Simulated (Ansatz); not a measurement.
# Si2W (P6_222) in Ansatz: equation of state, part 2 of 2

Ansatz 0.2.0.

### 3 Single point, PBEsol, 13.10 Å³/atom (volume scaled by 0.96)

The input, input.yaml:

```yaml
crystal:
  lattice:
    - [4.5544548361, 0.0, 0.0]
    - [-2.2772274181, 3.9442735884, 0.0]
    - [0.0, 0.0, 6.5633025718]
  atoms:
    - { symbol: W, position: [0.5, 0.0, 0.5] }
    - { symbol: W, position: [0.5, 0.5, 0.8333333333] }
    - { symbol: W, position: [0.0, 0.5, 0.1666666667] }
    - { symbol: Si, position: [0.327252, 0.163626, 0.1666666667] }
    - { symbol: Si, position: [0.836374, 0.163626, 0.8333333333] }
    - { symbol: Si, position: [0.163626, 0.327252, 0.5] }
    - { symbol: Si, position: [0.672748, 0.836374, 0.1666666667] }
    - { symbol: Si, position: [0.163626, 0.836374, 0.8333333333] }
    - { symbol: Si, position: [0.836374, 0.672748, 0.5] }
hamiltonian:
  xc: pbesol
  pseudopotentials: { kind: paw }
kpoints:
  mp_grid: { grid: [7, 7, 4] }
scf:
  occupations: { method: fermi_dirac, width: 0.05 }
output:
  forces: true
  stress: true
  eigenvalues: true
  write_density: true
  write_potential: true
  elf: true
  volumetric_format: npy
```

Potentials or basis: Ansatz PAW.

Launch:

```console
> ansatz run input.yaml --threads 4 --pin off --max-ram 11264MiB --backend cpu --events-out ev --progress --plain --runs-dir out
```

Standard output:

```text
Warning: RAYON_NUM_THREADS=4 ignored (pool sized by the plan → 4); use --threads N
Engine: ansatz 0.2.0, x86_64-unknown-linux-gnu
Pseudopotentials: kind: paw
Pseudopotential: W, paw, valence charge 14, recommended cutoff 420 eV (normal), W.paw.azcp
Pseudopotential: Si, paw, valence charge 4, recommended cutoff 420 eV (normal), Si.paw.azcp
Functional definition: PBEsol
  exchange = pbesol_x
  correlation = pbesol_c
Crystal: 9 atoms, lattice volume = 117.903 Å³
Basis set: ecut = 420 eV, 2331 PW (Γ), exchange–correlation on 64×64×90 points (8 copies of the dense FFT grid, shifted against one another)
[... 43 lines left out ...]
  E_smearing   = -0.002504  (= −TS)
  E_closure    = -0.000000  (closes the sum)
  Σ components = -34502.063573   (vs F -34502.063573, Δ=0.00e0)
--- Forces (eV/Å), atoms counted from 1 ---
  atom   1  W     -0.00000000    -0.00000000     0.00000000
  atom   2  W      0.00000000     0.00000000     0.00000000
  atom   3  W      0.00000000    -0.00000000    -0.00000000
  atom   4  Si     0.01040232     0.00600578     0.00000000
  atom   5  Si    -0.01040232     0.00600578    -0.00000000
  atom   6  Si    -0.00000000     0.01201157     0.00000000
  atom   7  Si    -0.01040232    -0.00600578     0.00000000
  atom   8  Si     0.01040232    -0.00600578    -0.00000000
  atom   9  Si     0.00000000    -0.01201157    -0.00000000
  max |Σ_I F_I| component: 1.11e-16 eV/Å
--- Stress (GPa, compression-positive) ---
        3.591388      -0.000000       0.000000
       -0.000000       3.591388       0.000000
        0.000000       0.000000       4.176166
  P = ⅓ Tr σ = 3.7863 GPa (37.863 kbar)
--- Band table (eV; the first three rows and the last of 24) ---
  k-point 0: bands = ["-56.3907", "-56.3760", "-56.3760", "-20.8359", "-20.8313", "-20.8313", "-20.8036", "-20.8036", "-20.7191", "-20.6830", "-20.6830", "-20.6651", "2.8500", "6.1685", "6.1685", "9.8885", "10.4721", "10.4721", "11.3792", "11.3792", "12.1096", "12.3813", "12.3813", "12.6877", "13.6175", "13.6175", "14.1236", "14.1236", "14.3147", "14.3147", "14.7024", "15.1589", "16.7739", "20.0106", "20.0106", "20.1849", "20.3745", "20.4407", "20.6038", "20.6038", "20.8617", "20.8617"]
  k-point 1: bands = ["-56.3894", "-56.3809", "-56.3725", "-20.8685", "-20.8272", "-20.8122", "-20.7976", "-20.7784", "-20.7218", "-20.7123", "-20.6809", "-20.6570", "3.0952", "4.8831", "7.4145", "10.0836", "10.4219", "10.7494", "11.0086", "11.4256", "11.8460", "11.8635", "12.1197", "12.1498", "13.8371", "13.8785", "13.9654", "14.3147", "14.5399", "14.8899", "15.0679", "15.2339", "17.3613", "19.0197", "20.0292", "20.2861", "20.4310", "20.5153", "20.5186", "20.5609", "20.7071", "20.7352"]
  k-point 2: bands = ["-56.3858", "-56.3858", "-56.3712", "-20.8818", "-20.8157", "-20.8078", "-20.8078", "-20.7249", "-20.7249", "-20.7230", "-20.7230", "-20.6470", "3.8028", "3.8028", "8.1406", "9.9989", "10.5434", "10.5434", "10.8748", "11.3496", "11.3496", "12.0785", "12.1615", "12.1615", "13.5863", "13.8018", "13.8258", "13.8258", "15.0070", "15.0070", "15.1661", "17.0162", "17.0162", "19.6527", "19.9933", "19.9933", "20.2038", "20.2261", "20.2261", "20.3946", "20.5435", "20.9577"]
  k-point 23: bands = ["-56.3857", "-56.3798", "-56.3771", "-20.8758", "-20.8562", "-20.8547", "-20.7839", "-20.7660", "-20.7439", "-20.6822", "-20.6784", "-20.6446", "5.9350", "5.9768", "6.7198", "7.4099", "7.6436", "8.5806", "10.9249", "11.2107", "11.7985", "12.3649", "13.3788", "13.4106", "13.8727", "13.9300", "14.1323", "14.2407", "15.3341", "15.7483", "16.0259", "16.3573", "17.2309", "18.2975", "18.6091", "18.6597", "19.1800", "19.6919", "19.8424", "20.0168", "20.5239", "21.0427"]
```

rho_z.tsv:

```text
# z_ang	rho[e/angstrom^3]
# format = ansatz-planar-average/11
# lattice	4.554454836	0.000000000	0.000000000
# lattice	-2.277227418	3.944273588	0.000000000
# lattice	0.000000000	0.000000000	6.563302572
# sites	9
# site	74	2.277227418	0.000000000	3.281651286
# site	74	1.138613709	1.972136794	5.469418810
# site	74	-1.138613709	1.972136794	1.093883762
# site	14	1.117840841	0.645385710	1.093883762
# site	14	3.436613996	0.645385710	5.469418810
# site	14	-0.000000000	1.290771420	3.281651286
# site	14	1.159386578	3.298887878	1.093883762
# site	14	-1.159386578	3.298887878	5.469418810
# site	14	2.277227418	2.653502168	3.281651286
0.000000	3.208016e-1
0.145851	3.344625e-1
0.291702	3.813534e-1
0.437554	4.673279e-1
0.583405	5.820218e-1
0.729256	6.946174e-1
[... 37 lines left out ...]
6.271600	3.813534e-1
6.417451	3.344625e-1
```

v_z.tsv:

```text
# z_ang	v_es[eV]	v_tot[eV]
# format = ansatz-planar-average/11
# xc	pbesol
# density_cutoff_ev	1680
# datasets	W=:simpson_from_first_knot:soft:shift=-887417	Si=:simpson_from_first_knot:soft:shift=-540422
# lattice	4.554454836	0.000000000	0.000000000
# lattice	-2.277227418	3.944273588	0.000000000
# lattice	0.000000000	0.000000000	6.563302572
# sites	9
# site	74	2.277227418	0.000000000	3.281651286
# site	74	1.138613709	1.972136794	5.469418810
# site	74	-1.138613709	1.972136794	1.093883762
# site	14	1.117840841	0.645385710	1.093883762
# site	14	3.436613996	0.645385710	5.469418810
# site	14	-0.000000000	1.290771420	3.281651286
# site	14	1.159386578	3.298887878	1.093883762
# site	14	-1.159386578	3.298887878	5.469418810
# site	14	2.277227418	2.653502168	3.281651286
0.000000	1.465934e1	3.519686e0
0.145851	1.401651e1	2.779199e0
0.291702	1.199393e1	4.327558e-1
0.437554	8.571970e0	-3.501288e0
0.583405	4.422501e0	-8.397428e0
0.729256	5.021777e-1	-1.319208e1
[... 37 lines left out ...]
6.271600	1.199393e1	4.327558e-1
6.417451	1.401651e1	2.779199e0
```

Wall time 3.8 s (4 threads of Intel Xeon Platinum 8375C at 2.90GHz (Ice Lake), shared host); peak memory 0.51 GiB.

What came out:

| Quantity | Value |
| --- | --- |
| Free energy | -34502.0636 eV |
| Pressure | 3.8 GPa |
| Largest force | 0.012 eV/Å |
| Band gap on the k mesh | 0.22 eV, indirect (least direct gap 0.73 eV) |

Caveat: odd divisions of the mesh miss points on the zone boundary, where band edges often lie, so the gap on the mesh can be too wide; spin-orbit coupling is left out, which moves the levels of the heavy elements; the PAW data sets come from PBE, with cores solved anew for the run's functional, which leaves a small shift of forces and pressure.

### 4 Single point, PBEsol, 13.37 Å³/atom (volume scaled by 0.98)

input.yaml: that of step 3 with these lines changed.

```diff
@@ -2,5 +2,5 @@
   lattice:
-    - [4.5544548361, 0.0, 0.0]
-    - [-2.2772274181, 3.9442735884, 0.0]
-    - [0.0, 0.0, 6.5633025718]
+    - [4.585865862, 0.0, 0.0]
+    - [-2.2929329311, 3.9714763348, 0.0]
+    - [0.0, 0.0, 6.6085681579]
   atoms:
```

Launch:

```console
> ansatz run input.yaml --threads 4 --pin off --max-ram 11264MiB --backend cpu --events-out ev --progress --plain --runs-dir out
```

It took 3.3 s on 4 threads of Intel Xeon Platinum 8375C at 2.90GHz (Ice Lake), shared host; peak memory 0.51 GiB.

Results (log left out):

```
Free energy            : -34502.0829 eV
Pressure               : -1.2 GPa
Largest force          : 0.024 eV/Å
Band gap on the k mesh : 0.22 eV, indirect (least direct gap 0.70 eV)
```

Caveat: odd divisions of the mesh miss points on the zone boundary, where band edges often lie, so the gap on the mesh can be too wide; spin-orbit coupling is left out, which moves the levels of the heavy elements; the PAW data sets come from PBE, with cores solved anew for the run's functional, which leaves a small shift of forces and pressure.

### 5 Single point, PBEsol, 13.65 Å³/atom

input.yaml: that of step 4 with these lines changed.

```diff
@@ -2,5 +2,5 @@
   lattice:
-    - [4.585865862, 0.0, 0.0]
-    - [-2.2929329311, 3.9714763348, 0.0]
-    - [0.0, 0.0, 6.6085681579]
+    - [4.6168523821, 0.0, 0.0]
+    - [-2.3084261911, 3.9983114484, 0.0]
+    - [0.0, 0.0, 6.653222]
   atoms:
@@ -26,5 +26 @@
   eigenvalues: true
-  write_density: true
-  write_potential: true
-  elf: true
-  volumetric_format: npy
```

Launch:

```console
> ansatz run input.yaml --threads 4 --pin off --max-ram 11264MiB --backend cpu --events-out ev --progress --plain --runs-dir out
```

Wall time 3 s (4 threads of Intel Xeon Platinum 8375C at 2.90GHz (Ice Lake), shared host); peak memory 0.5 GiB.

It converged, with:

```
Free energy            : -34502.0301 eV
Pressure               : -5.6 GPa
Largest force          : 0.035 eV/Å
Band gap on the k mesh : 0.22 eV, indirect (least direct gap 0.67 eV)
```

Caveat: odd divisions of the mesh miss points on the zone boundary, where band edges often lie, so the gap on the mesh can be too wide; spin-orbit coupling is left out, which moves the levels of the heavy elements; the PAW data sets come from PBE, with cores solved anew for the run's functional, which leaves a small shift of forces and pressure.

### 6 Single point, PBEsol, 13.92 Å³/atom (volume scaled by 1.02)

input.yaml: that of step 5 with these lines changed.

```diff
@@ -2,5 +2,5 @@
   lattice:
-    - [4.6168523821, 0.0, 0.0]
-    - [-2.3084261911, 3.9983114484, 0.0]
-    - [0.0, 0.0, 6.653222]
+    - [4.6474284545, 0.0, 0.0]
+    - [-2.3237142273, 4.0247911039, 0.0]
+    - [0.0, 0.0, 6.6972843569]
   atoms:
```

Potentials or basis: Ansatz PAW.

Launch:

```console
> ansatz run input.yaml --threads 4 --pin off --max-ram 11264MiB --backend cpu --events-out ev --progress --plain --runs-dir out
```

Run time: 2.9 s. Hardware: 4 threads of Intel Xeon Platinum 8375C at 2.90GHz (Ice Lake), shared host; peak memory 0.5 GiB.

The run converged. Its results:

```
Free energy            : -34501.9129 eV
Pressure               : -9.6 GPa
Largest force          : 0.046 eV/Å
Band gap on the k mesh : 0.22 eV, indirect (least direct gap 0.64 eV)
```

Caveat: odd divisions of the mesh miss points on the zone boundary, where band edges often lie, so the gap on the mesh can be too wide; spin-orbit coupling is left out, which moves the levels of the heavy elements; the PAW data sets come from PBE, with cores solved anew for the run's functional, which leaves a small shift of forces and pressure.

### 7 Single point, PBEsol, 14.19 Å³/atom (volume scaled by 1.04)

input.yaml: that of step 6 with these lines changed.

```diff
@@ -2,5 +2,5 @@
   lattice:
-    - [4.6474284545, 0.0, 0.0]
-    - [-2.3237142273, 4.0247911039, 0.0]
-    - [0.0, 0.0, 6.6972843569]
+    - [4.677607407, 0.0, 0.0]
+    - [-2.3388037035, 4.0509268433, 0.0]
+    - [0.0, 0.0, 6.740774435]
   atoms:
```

Launch:

```console
> ansatz run input.yaml --threads 4 --pin off --max-ram 11264MiB --backend cpu --events-out ev --progress --plain --runs-dir out
```

Wall time 3.3 s (4 threads of Intel Xeon Platinum 8375C at 2.90GHz (Ice Lake), shared host); peak memory 0.49 GiB.

It converged, with:

* Free energy: -34501.7381 eV
* Pressure: -13.1 GPa
* Largest force: 0.056 eV/Å
* Band gap on the k mesh: 0.21 eV, indirect (least direct gap 0.62 eV)

Caveat: odd divisions of the mesh miss points on the zone boundary, where band edges often lie, so the gap on the mesh can be too wide; spin-orbit coupling is left out, which moves the levels of the heavy elements; the PAW data sets come from PBE, with cores solved anew for the run's functional, which leaves a small shift of forces and pressure.

### 8 Single point, PBEsol, 14.46 Å³/atom (volume scaled by 1.06)

input.yaml: that of step 7 with these lines changed.

```diff
@@ -2,5 +2,5 @@
   lattice:
-    - [4.677607407, 0.0, 0.0]
-    - [-2.3388037035, 4.0509268433, 0.0]
-    - [0.0, 0.0, 6.740774435]
+    - [4.707401888, 0.0, 0.0]
+    - [-2.3537009441, 4.0767296208, 0.0]
+    - [0.0, 0.0, 6.7837104616]
   atoms:
```

Launch:

```console
> ansatz run input.yaml --threads 4 --pin off --max-ram 11264MiB --backend cpu --events-out ev --progress --plain --runs-dir out
```

It took 3.4 s on 4 threads of Intel Xeon Platinum 8375C at 2.90GHz (Ice Lake), shared host; peak memory 0.51 GiB.

The run converged. Its results:

```
Free energy            : -34501.5117 eV
Pressure               : -16.3 GPa
Largest force          : 0.066 eV/Å
Band gap on the k mesh : 0.20 eV, indirect (least direct gap 0.59 eV)
```

Caveat: odd divisions of the mesh miss points on the zone boundary, where band edges often lie, so the gap on the mesh can be too wide; spin-orbit coupling is left out, which moves the levels of the heavy elements; the PAW data sets come from PBE, with cores solved anew for the run's functional, which leaves a small shift of forces and pressure.

### 9 Equation of state, PBEsol

Potentials or basis: Ansatz PAW.

No new run: the results of the series are fitted here.

What came out:

- Equilibrium volume: 13.31 Å³/atom
- Bulk modulus at fixed shape and positions: 235 GPa
- Pressure derivative of the bulk modulus: 4.4

Energy against volume, from the lowest point:
```
volume (Å³/atom)  energy (meV/atom)
          12.827              13.22
          13.100               2.15
          13.373               0.00
          13.646               5.86
          13.919              18.88
          14.192              38.31
          14.465              63.46
```

Caveat: the cell was scaled at fixed shape and fractional positions, which overstates the stiffness of a crystal with free parameters, most of all of layers and chains. Spin-orbit coupling is left out, which matters for the levels of W.
